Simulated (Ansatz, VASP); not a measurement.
## One calculation of Sb, two programs

```
Sb
1.0
     3.30920    0.00000    0.00000
    -1.65460    2.86585    0.00000
     0.00000    0.00000    5.39623
Sb
2
Direct
  0.66667 0.33333 0.75000
  0.33333 0.66667 0.25000
```

Change from the starting cell: volume scaled by 0.96.

Alike in both runs: task single point; functional PBE; k mesh 9 × 9 × 5; occupations fermi-dirac, width 0.05 eV; no spin polarisation.

|  | VASP | Ansatz |
| --- | --- | --- |
| version | VASP 6.6.1 | Ansatz 0.2.0 |
| potentials or method | VASP PAW PBE potentials, release 64 (Sb) | Ansatz PAW |
| plane-wave cutoff (eV) | 520 | 420 |
| valence electrons in the cell | 10 | 30 |

```tsv
	VASP	Ansatz	Ansatz less VASP
gap on the k mesh at the Fermi level (eV)	none	none	-
pressure (GPa)	4.2	4.3	+0.15
```

A gap of «none» marks a metal or a gap that the smearing closes. The two sets of potentials don't hold the same shells in valence.

The runs have no spin-orbit coupling, so splittings on Sb are missing.
